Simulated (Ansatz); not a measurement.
# LiH (P6_3/mmc, relaxed from the wurtzite prototype): independent-particle optics, part 3 of 3

How does LiH (P6_3/mmc, relaxed from the wurtzite prototype) absorb light if electrons and holes don't interact? Plan: HSE06 for the gap; optics with PBE on 12×12×6; optics with r2SCAN on 12×12×6; optics with LDA on 12×12×6; optics with PBE and scissors to the HSE06 gap on 12×12×6.

Ansatz 0.2.0; plane waves, PAW; no local fields, no excitons. Earlier steps stand in the parts before.

**5. Optics, LDA**

The input, input.yaml:

```yaml
crystal:
  lattice:
    - [3.2558267816, 0.0, 0.0]
    - [-1.6279133908, 2.8196287032, 0.0]
    - [0.0, 0.0, 4.0684446705]
  atoms:
    - { symbol: Li, position: [0.3333333333, 0.6666666667, -0.0625092883] }
    - { symbol: Li, position: [0.6666666667, 0.3333333333, 0.4374907117] }
    - { symbol: H, position: [0.3333333333, 0.6666666667, 0.4375092883] }
    - { symbol: H, position: [0.6666666667, 0.3333333333, 0.9375092883] }
kpoints:
  mp_grid: { grid: [12, 12, 6] }
hamiltonian:
  xc: lda
scf:
  occupations: { method: fixed }
output:
  optics: { e_range: [0, 14], de: 0.05, sigma: 0.1, bands: auto }
  write_density: true
  write_potential: true
  elf: true
  volumetric_format: npy
```

Launch:

```
$ ansatz run input.yaml --threads 4 --pin off --max-ram 3686MiB --backend cpu --events-out ev --progress --plain --runs-dir out
```

Output (excerpt; [...] marks lines left out):

```text
Warning: the atoms were moved onto the symmetric positions of the space group found under crystal.symmetry.tolerance 1.0e-5 (fractional; no operation is sought that the atoms, as they stand in a round, miss by more than twice it, and no atom is moved by as much as it), and the run uses [...]
Warning: RAYON_NUM_THREADS=4 ignored (pool sized by the plan → 4); use --threads N
[...]
Pseudopotentials: kind: paw
Pseudopotential: Li, paw, valence charge 3, recommended cutoff 420 eV (normal), Li.paw.azcp
Pseudopotential: H, paw, valence charge 1, recommended cutoff 420 eV (normal), H.paw.azcp
[...]
k-points: 76 of 864
[...]
SCF iter   1: F=—  HF=-436.275177 eV  |F-HF|=—  |Δ(HF+E_count)|=         —  Δρ=1.28e-2  dr2=4.20e-2  ethr=1.77e-3  ⟨swp⟩=3.2  Hψ=3220  notcnv=0  defer=142
[...]
SCF iter   6: F=-436.251782 eV  HF=-436.251782 eV  |F-HF|=1.59e-12  |Δ(HF+E_count)|=  1.51e-10  Δρ=1.17e-7  dr2=2.58e-12  ethr=1.00e-12  ⟨swp⟩=3.6  Hψ=2078  notcnv=0
[...]
NSCF: frozen V_eff on 76 k-points
[...]
SCF converged after 6 iterations
Free energy (F): -436.251782 eV
[...]
E sigma→0 (E₀):  -436.251782 eV
Fermi energy:    0.372583 eV
[...]
--- Band table (eV; the first three rows and the last of 76) ---
  k-point 0: bands = ["-43.4086", "-43.3438", "-4.9986", "0.3726", "3.0553", "10.6204", "10.6204", "11.6297"]
[...]
```

It took 12 s on 4 threads of Intel Xeon Platinum 8259CL at 2.50GHz (Skylake/Cascade Lake), shared host; peak memory 0.69 GiB.

optics.tsv begins:

```
# eps_inf(xx yy zz) = 3.684282 3.684282 4.476368
# eps_inf_bands = all
# eps_inf_summed_bands(xx yy zz) = 3.676390 3.676390 4.467948
# eps_inf_completed(xx yy zz) = 3.684282 3.684282 4.476368
# eps2_relative_error = 0.0008
# eps_inf_relative_error = 0.0038
# f_sum_n_eff(xx yy zz) = 5.606006 5.606006 5.576653 of n_electrons = 8.000000
# n_bands = 25
# n_bands_set_by = photon_energy
# valid_up_to_ev = 32.376015
# least_direct_gap_ev = 2.682733e0 at k(fractional) = 0.000000 0.000000 0.000000, k_point = 0, channel = 0, bands = 3 4 (counted from 0)
```

The dielectric function from optics.tsv (yy equals xx), one row in 15 (narrow peaks fall between the rows):

```
E (eV)  ε₂ xx  ε₂ zz  ε₁ xx  ε₁ zz
  2.40   0.00   0.00   4.32   6.26
  3.15   0.00   4.04   5.31   6.38
  3.90   3.07   4.18   5.88   4.36
  4.65   3.63   4.05   4.57   3.81
  5.40   4.81   5.70   4.26   3.65
  6.15   4.88   4.33   2.17   0.45
  6.90   4.30   4.01   0.48   0.79
  7.65   3.22   3.84  -1.13  -1.09
  8.40   1.47   2.16   0.07  -0.74
  9.15   2.73   2.46   0.50  -1.20
  9.90   2.18   1.32  -0.29  -0.73
 10.65   1.52   1.10  -0.36  -0.50
 11.40   1.24   0.79  -0.57  -0.47
 12.15   0.75   0.56  -0.36  -0.25
 12.90   0.60   0.42  -0.13  -0.06
 13.65   0.48   0.34   0.00   0.07
```

Tallest peaks of ε₂ (mean of the periodic axes): 6.1 at 5.70 eV, 4.9 at 6.30 eV, 4.7 at 7.30 eV.

**6. Optics, PBE + 0.98 eV scissors**

The scissors of 0.978 eV comes from the difference of HSE06 and PBE direct gaps in separate runs.

Changes to input.yaml since step 5:

```diff
@@ -13,3 +13,3 @@
 hamiltonian:
-  xc: lda
+  xc: pbe
 scf:
@@ -17,3 +17,8 @@
 output:
-  optics: { e_range: [0, 14], de: 0.05, sigma: 0.1, bands: auto }
+  optics:
+    e_range: [0, 14]
+    de: 0.05
+    sigma: 0.1
+    bands: auto
+    scissors: 0.978
   write_density: true
```

Launch:

```
$ ansatz run input.yaml --threads 4 --pin off --max-ram 3686MiB --backend cpu --events-out ev --progress --plain --runs-dir out
```

Output:

```text
Warning: the atoms were moved onto the symmetric positions of the space group found under crystal.symmetry.tolerance 1.0e-5 (fractional; no operation is sought that the atoms, as they stand in a round, miss by more than twice it, and no atom is moved by as much as it), and the run uses the moved positions. Before a round's move an operation carried an atom to 7.56e-5 Å from where it should land, the largest such distance. Atom 0 (counting from 0) moved farthest, by 3.78e-5 Å; the longest move in fractions of the cell, of whichever atom, is 0.92 of the tolerance, in 1 round. To run the atoms as typed, lower crystal.symmetry.tolerance until the operations that they miss are no longer found, or set crystal.symmetry.detect: false (a key that needs symmetry detection or time reversal refuses this as the deck is read). The positions used, in the order of the run's atom list: position: [0.3333333333333333, 0.6666666666666666, -0.06249999999999997]; position: [0.6666666666666666, 0.3333333333333333, 0.4375]; position: [0.3333333333333333, 0.6666666666666666, 0.4375]; position: [0.6666666666666666, 0.3333333333333333, 0.9375]; The lattice was moved too: crystal.lattice keeps the space group found at crystal.symmetry.tolerance 1.0e-5 only nearly: the operation that it misses by the most changes a squared length by the fraction 7.78e-12. The run uses the lattice that is a stretch of the typed one, with no rotation, onto the one that keeps every operation to a double's rounding (on a very oblique basis the stretch itself rounds by more); the deck's lattice vector that moved farthest moved by 7.32e-12 Å. To run the lattice as typed, set crystal.symmetry.detect: false, as for the atoms. crystal.lattice made exact, in Å and degrees: [[3.2558267816073156, 0.0, 0.0], [-1.6279133908036578, 2.8196287031936644, 0.0], [0.0, 0.0, 4.0684446705]]. Pasted over the deck's crystal.lattice, beside positions in fractional coordinates, it runs the same cell (given as lengths and angles, that cell in the form's own orientation, a rigid turn of the misfit's size from the one run here, for which a checkpoint.post_process_only pass over this run's state can be refused: where this run relaxes nothing, give such a pass this deck's own crystal.lattice, as typed; behind a relaxation, as crystal.lattice, the state's own cell, identity.cell in its checkpoint.json), and a matrix so pasted ends this notice, except on a very skew basis of the lattice, where the rounding of the pasted numbers themselves can read as a misfit: the cell is then moved again, and that move is told again. The lattice as run is in this notice's lattice.as_run_ang field (Run.prep()["deck_notices"] in Python, the deck_notice line of an events file, deck_notices of ansatz run --dry-run=json, or deck_notices in record.json in the deck's checkpoint.write directory).
Warning: RAYON_NUM_THREADS=4 ignored (pool sized by the plan → 4); use --threads N
[... 9 set-up lines as earlier in the session ...]
Crystal: 4 atoms, lattice volume = 37.349 Å³
Basis set: ecut = 420 eV, 745 PW (Γ)
Bands: 8, of which v1, the nominal top of the filled ones, is band 4 counted from 1 (3 counted from 0)
[... 2 set-up lines as earlier in the session ...]
k-points: 76 of 864
[... 8 set-up lines as earlier in the session ...]
SCF iter   1: F=—  HF=-442.692594 eV  |F-HF|=—  |Δ(HF+E_count)|=         —  Δρ=2.00e-3  dr2=1.06e-3  ethr=1.77e-3  ⟨swp⟩=3.1  Hψ=3372  notcnv=0  defer=141
preconditioner: auto → none  [insulator: Δε(μ)=1.796 eV  Ē_g=9.922 eV  n_scr=2 (ndim 8)  ℏωp=12.2 eV  f_vac=0.000  ε∞_Penn≈2.5]
SCF iter   2: F=—  HF=-442.692799 eV  |F-HF|=—  |Δ(HF+E_count)|=   2.05e-4  Δρ=8.17e-4  dr2=2.06e-4  ethr=1.33e-5  ⟨swp⟩=2.0  Hψ=1372  notcnv=0  defer=148
SCF iter   3: F=—  HF=-442.693001 eV  |F-HF|=—  |Δ(HF+E_count)|=   2.02e-4  Δρ=1.02e-4  dr2=5.47e-6  ethr=2.58e-6  ⟨swp⟩=2.1  Hψ=910  notcnv=0  defer=148
SCF iter   4: F=—  HF=-442.693010 eV  |F-HF|=—  |Δ(HF+E_count)|=   9.37e-6  Δρ=4.40e-6  dr2=4.96e-9  ethr=6.83e-8  ⟨swp⟩=2.0  Hψ=760  notcnv=0  defer=2
SCF iter   5: F=—  HF=-442.693010 eV  |F-HF|=—  |Δ(HF+E_count)|=   7.29e-8  Δρ=6.72e-7  dr2=9.09e-11  ethr=6.20e-11  ⟨swp⟩=2.8  Hψ=908  notcnv=0
SCF iter   6: F=-442.693010 eV  HF=-442.693010 eV  |F-HF|=1.71e-13  |Δ(HF+E_count)|=  2.38e-10  Δρ=5.54e-8  dr2=4.37e-13  ethr=1.00e-12  ⟨swp⟩=3.5  Hψ=2112  notcnv=0
SCF 1 converged in 6 iterations: F = -442.693010 eV  dr2 = 4.37e-13
NSCF: frozen V_eff on 76 k-points
Optics k sum: 0 of 76 k-points
[...]
output.optics: what the bands over the 24 summed would add to eps1, eps2 and the energy-loss function is held between a lower and an upper bound (4 Lanczos steps). eps1, eps2 and their loss function (loss_summed_bands) are given on every row as the summed bands alone make them. Along an axis, on a row where the two bounds hold the loss function to about 1 % of the greater of itself and 0.5 % of |1/eps|, its cell (loss_completed) is given, with the completed eps1 and eps2 that it is formed of (a cell that is left empty reads nan in the table and null in the record). The two bounds hold it so along every axis on all 281 rows up to 14.000 eV. The run works to bound the rows up to 22.341 eV and no higher ones: a peak of the loss function over that energy may be left empty with no warning. To have the run work for it, set output.optics.bands.spectra_wanted_up_to to a higher energy. perfect_screening_sum, loss_f_sum_n_eff and, beside carriers, perfect_screening_limit are those of loss_summed_bands: over the bounded function the two sums would run over rows that are not all bounded, and lack what the bands left out lay past the top of the energy grid. Bounded is said of the bands left out alone, which are those that the basis at basis.ecutwfc holds: it says nothing of that cutoff, of the k-point mesh, of what the sum inside its cells errs by (eps2_relative_error), of the factors of all_electron_strengths, nor of how far the SCF is converged. The bands left out are taken at the k-points, and what their mean over the points' cells stands off that by is in neither bound: the run's estimate of it, which the test of a row counts in, is 0.03 % of |eps| at the most among the values given; where the mean stood off by over 0.5 % the points' spread read 0.1 to 3 times that
SCF converged after 6 iterations
Free energy (F): -442.693010 eV
Harris-Foulkes:  -442.693010 eV  (|F-HF|=1.71e-13)
Internal energy: -442.693010 eV  (E = F + TS)
E sigma→0 (E₀):  -442.693010 eV
Fermi energy:    0.389035 eV
--- Per-component energies (eV) ---
  E_band       = -185.572100
  E_kinetic    = 71.804840
  E_local      = -274.179611  (includes V_loc(G=0)·N_el)
  E_nonlocal   = -63.404983
  E_hartree    = 79.397634
  E_xc         = -40.189000
  E_vxc        = -51.841458  (∫ρ·V_xc dr)
  E_paw        = -43.116342  (= ΣΔE_a)
  E_vpaw       = -26.743799  (= ΣTr[D̂ρ^β])
  E_aug_tail   = -0.002350  (compensation charges beyond the density's cutoff)
  E_ewald      = -173.003199
  E_smearing   = -0.000000  (= −TS)
  E_closure    = 0.000000  (closes the sum)
  Σ components = -442.693010   (vs F -442.693010, Δ=0.00e0)
--- Band table (eV; the first three rows and the last of 76) ---
  k-point 0: bands = ["-44.2119", "-44.1545", "-4.8444", "0.3890", "3.4669", "11.0718", "11.0718", "11.7623"]
  k-point 1: bands = ["-44.2080", "-44.1583", "-4.6805", "-0.6562", "4.9099", "11.3067", "11.3067", "11.6558"]
  k-point 2: bands = ["-44.1974", "-44.1687", "-4.1829", "-2.1378", "7.4782", "11.2496", "12.0005", "12.0005"]
  k-point 75: bands = ["-44.1749", "-44.1749", "-1.7661", "-1.7661", "4.4649", "4.4649", "7.4324", "7.4324"]
```

It took 12 s on 4 threads of Intel Xeon Platinum 8259CL at 2.50GHz (Skylake/Cascade Lake), shared host; peak memory 0.69 GiB.

From the head of optics.tsv:

```
# eps_inf(xx yy zz) = 3.100831 3.100831 3.557007
# eps_inf_bands = all
# eps_inf_summed_bands(xx yy zz) = 3.092581 3.092581 3.548227
# eps_inf_completed(xx yy zz) = 3.100831 3.100831 3.557007
# eps2_relative_error = 0.0007
# eps_inf_relative_error = 0.0038
# f_sum_n_eff(xx yy zz) = 5.507520 5.507520 5.470402 of n_electrons = 8.000000
# n_bands = 24
# n_bands_set_by = photon_energy
# valid_up_to_ev = 28.720195
# least_direct_gap_ev = 3.077889e0 at k(fractional) = 0.000000 0.000000 0.000000, k_point = 0, channel = 0, bands = 3 4 (counted from 0)
```

The dielectric function from optics.tsv (yy equals xx), one row in 13 (narrow peaks fall between the rows):

```csv
E (eV),ε₂ xx,ε₂ zz,ε₁ xx,ε₁ zz
3.80,0.00,0.00,4.02,5.63
4.45,0.00,3.36,4.94,6.10
5.10,2.67,3.80,5.62,4.42
5.75,3.28,3.78,4.47,3.80
6.40,3.86,4.52,4.25,4.03
7.05,4.76,5.47,1.97,0.21
7.70,4.78,3.88,0.94,0.85
8.35,4.08,4.31,0.44,0.87
9.00,2.60,3.40,-1.04,-1.16
9.65,1.23,2.07,0.12,-0.65
10.30,2.67,2.67,0.80,-1.07
10.95,2.21,1.39,-0.17,-0.85
11.60,1.75,1.14,-0.46,-0.57
12.25,1.55,0.98,-0.38,-0.47
12.90,1.06,0.67,-0.52,-0.38
13.55,0.69,0.51,-0.29,-0.21
```

Tallest peaks of ε₂ (mean of the periodic axes): 6.0 at 6.85 eV, 4.8 at 7.50 eV, 4.6 at 8.50 eV.

**7. The levels side by side**

| level | mesh | least direct gap on the mesh (eV) | ε∞ | tallest peak of ε₂ | time |
| --- | --- | --- | --- | --- | --- |
| PBE | 12×12×6 | 3.08 | 3.42 (xx, yy), 4.00 (zz) | 6.0 at 5.85 eV | 12 s |
| r2SCAN | 12×12×6 | 3.66 | 3.09 (xx, yy), 3.51 (zz) | 5.7 at 6.40 eV | 17 s |
| LDA | 12×12×6 | 2.68 | 3.68 (xx, yy), 4.48 (zz) | 6.1 at 5.70 eV | 12 s |
| PBE + 0.98 eV scissors | 12×12×6 | 4.06 | 3.10 (xx, yy), 3.56 (zz) | 6.0 at 6.85 eV | 12 s |

**8. Outcome**

This closing draws on all 3 parts.

```
                                  quantity                     value
                                   ε∞, PBE  3.42 (xx, yy), 4.00 (zz)
                                ε∞, r2SCAN  3.09 (xx, yy), 3.51 (zz)
                                   ε∞, LDA  3.68 (xx, yy), 4.48 (zz)
                ε∞, PBE + 0.98 eV scissors  3.10 (xx, yy), 3.56 (zz)
                   tallest peak of ε₂, PBE            6.0 at 5.85 eV
                tallest peak of ε₂, r2SCAN            5.7 at 6.40 eV
                   tallest peak of ε₂, LDA            6.1 at 5.70 eV
tallest peak of ε₂, PBE + 0.98 eV scissors            6.0 at 6.85 eV
                          HSE06 direct gap                   4.06 eV
```

**Reading.** PBE + 0.98 eV scissors has the widest direct gap (4.06 eV) and LDA the narrowest (2.68 eV); ε∞ is 3.25 and 3.95 (mean of the axes). The response is anisotropic: with PBE ε∞ is 3.42 (xx, yy), 4.00 (zz). Local fields and excitons are left out: both change ε∞, and without excitons the onset lacks its lines.
